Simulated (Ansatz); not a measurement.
MnSb:

```
Sb Mn
1.0
     4.15000    0.00000    0.00000
    -2.07500    3.59401    0.00000
     0.00000    0.00000    5.78000
Sb Mn
2 2
Direct
  0.66667 0.33333 0.75000
  0.33333 0.66667 0.25000
  0.00000 0.00000 0.50000
  0.00000 0.00000 0.00000
```

- Program: Ansatz 0.2.0
- Task: relaxation of cell and atoms
- Functional: PBE
- Dispersion: D4
- Potentials or basis: Ansatz PAW
- Cutoff: 420 eV (not typed: the program's choice for these potentials)
- k mesh: 7 × 7 × 5
- Occupations: fermi-dirac, width 0.05 eV
- Spin: collinear spin, ferromagnetic start
- Starting moments: [0.0, 0.0, 4.0, 4.0] μB

At the start: volume 21.55 Å³/atom.

**Question.** Where does the relaxation end?

**Answer.** It ends after 5 steps and the volume is 19.15 Å³/atom (-11.2 %); space group P6_3/mmc (No. 194, to 0.05 Å); moment 5.91 μB per cell.

Step by step:
```tsv
step	energy change (eV)	largest force (eV/Å)	volume (Å³)
1	0.0000	0.0000	86.21
2	-0.2049	0.0000	75.80
3	-0.2069	0.0000	76.84
4	-0.2071	0.0000	76.59
5	-0.2038	0.0000	76.59
```

Final structure:
```xyz
4
Lattice="4.0124 0.0000 0.0000 -2.0062 3.4748 0.0000 0.0000 0.0000 5.4935" Properties=species:S:1:pos:R:3 pbc="T T T"
Sb    2.0062    1.1583    4.1202
Sb    0.0000    2.3166    1.3734
Mn    0.0000    0.0000    2.7468
Mn    0.0000    0.0000    0.0000
```

Caveat: the plane-wave basis is chosen anew once the cell has moved, so the energies of steps on either side of that aren't comparable; the volume moved by -11 % from the deposited cell, more than functionals usually miss; only a ferromagnetic start was run, and an antiferromagnetic order may lie lower in energy.
